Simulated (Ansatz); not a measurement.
The system is CuO (Tenorite).

```
Cu O
1.0
     2.34185   -1.71130    0.00000
     2.34185    1.71130    0.00000
    -0.85003    0.00000    5.05787
Cu O
2 2
Direct
  0.50000 0.00000 0.50000
  0.00000 0.50000 0.00000
  0.41840 0.58160 0.75000
  0.58160 0.41840 0.25000
```

- Program: Ansatz 0.2.0
- Task: relaxation of cell and atoms
- Functional: BLYP
- Dispersion: D4
- Potentials or basis: Ansatz PAW
- Cutoff: 420 eV (not typed: the program's choice for these potentials)
- k mesh: 10 × 10 × 5
- Occupations: fermi-dirac, width 0.05 eV
- Spin: no spin polarisation

At the start: volume 10.13 Å³/atom.

Where does the relaxation end?

It ends after 22 steps and the volume is 11.02 Å³/atom (+8.7 %); space group P4_2/mmc (No. 131, to 0.05 Å).

Step by step:
```csv
step,energy change (eV),largest force (eV/Å),volume (Å³)
1,0.0000,0.2245,40.54
2,-0.0244,0.2168,41.45
3,-0.0514,0.0711,42.89
4,-0.0619,0.0380,42.98
5,-0.0670,0.0052,43.00
6,-0.0673,0.0005,42.96
7,-0.0672,0.0000,42.97
8,-0.1067,0.0010,42.97
9,-0.1225,0.0054,43.58
10,-0.1263,0.0014,43.87
11,-0.1266,0.0005,43.84
12,-0.1408,0.0015,43.84
13,-0.1448,0.0174,43.97
14,-0.1447,0.0057,44.08
15,-0.1449,0.0000,44.03
16,-0.1449,0.0001,44.04
17,-0.1478,0.0004,44.04
18,-0.1484,0.0003,44.07
19,-0.1484,0.0001,44.08
20,-0.1488,0.0001,44.08
21,-0.1489,0.0002,44.09
22,-0.1490,0.0002,44.09
```

Final structure:
```
Cu O
1.0
     2.06324   -2.05816    0.16047
     2.06324    2.05816    0.16047
    -0.40232    0.00000    5.15951
Cu O
2 2
Direct
  0.50000 0.00000 0.50000
  0.00000 0.50000 0.00000
  0.49994 0.50006 0.75000
  0.50006 0.49994 0.25000
```

Caveat: the plane-wave basis is chosen anew once the cell has moved, so the energies of steps on either side of that aren't comparable; the pressure holds a Pulay correction of +0.8 GPa for the finite cutoff; the run has no spin polarisation, though such a crystal can be magnetic; the PAW data sets come from PBE, with cores solved anew for the run's functional, which leaves a small shift of forces and pressure.
